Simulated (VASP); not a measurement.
Runs of VASP 6.6.1 on Ni. Symmetry: Fm-3m, No. 225, cubic system. Conventional cell: a = 3.475 Å, b = 3.475 Å, c = 3.475 Å, α = 90.00°, β = 90.00°, γ = 90.00°. Around Ni (site symmetry m-3m) lie 12 Ni at 2.46 Å. 

```tsv
task	level	cell	cutoff (eV)	smearing	gap on the mesh (eV)	pressure (GPa)	moment (μB)	relaxed volume (Å³/atom)
relaxation of cell and atoms	RPBE+D3	relaxed	600	fermi-dirac 0.05 eV	none	0.0	0.63	10.60
relaxation of cell and atoms	revPBE+D4	relaxed	600	fermi-dirac 0.05 eV	none	0.1	0.62	-
single point	PBE	as given	520	gaussian 0.026 eV	none	7.8	0.62	-
relaxation of cell and atoms	PBEsol+D4	relaxed	600	fermi-dirac 0.05 eV	none	0.0	0.62	10.21
relaxation of cell and atoms	RPBE+D4	relaxed	600	fermi-dirac 0.05 eV	none	0.1	0.63	(a)
```

Alike in all rows: potentials or basis VASP PAW PBE potentials, release 64 (Ni); spin collinear, ferromagnetic start; k mesh 13 × 13 × 13.

Q: Estimate the missing entries.

A: (a) 10.51.

Caveats: the PAW data sets were made with another functional, which shifts forces and pressure a little (some runs); pairwise dispersion overbinds metals, which lowers pressure and volume (some runs); the relaxation stopped at its first step, so nothing moved (some runs).

A gap of «none» marks a metal or a gap under the smearing width.
